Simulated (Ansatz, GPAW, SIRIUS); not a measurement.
HfN: 4 runs at one level of theory

```
CELL_PARAMETERS angstrom
0.00000 2.45482 2.45482
2.45482 0.00000 2.45482
2.45482 2.45482 0.00000
ATOMIC_POSITIONS crystal
Hf 0.00000 0.00000 0.00000
N 0.25000 0.25000 0.25000
```

The cell comes from a database or a generator and needn't be the stable form of this composition.

Alike in all runs: task equation of state; functional PBEsol; k mesh 9 × 9 × 9; occupations fermi-dirac, width 0.05 eV; no spin polarisation; no spin-orbit coupling.

| program and potentials | plane-wave cutoff (eV) | notes | equilibrium volume (Å³/atom) | bulk modulus (GPa) |
| --- | --- | --- | --- | --- |
| Ansatz, Ansatz PAW | 420 | potentials made for PBE, which Ansatz adapts in part | 14.41 | 201.1 |
| GPAW, PAW data sets generated for this functional | 800 | - | 14.51 | 204.2 |
| SIRIUS, PseudoDojo 0.4.1 PBEsol standard (scalar relativistic) | 1152 | - | 14.37 | 204.2 |
| Ansatz, all-electron LAPW, scalar-relativistic | - | - | 14.41 | 201.2 |

The equilibrium volume spans 14.37 (SIRIUS, PseudoDojo 0.4.1 PBEsol standard (scalar relativistic)) to 14.51 Å³/atom (GPAW, PAW data sets generated for this functional), with all-electron results at 14.41. The bulk modulus spans 201.1 (Ansatz, Ansatz PAW) to 204.2 GPa (GPAW, PAW data sets generated for this functional), with all-electron results at 201.2.

Differences between rows come from potentials, basis sets and numerical settings, since the functional is the same but for its coding. Runs on potential files found faulty are left out.
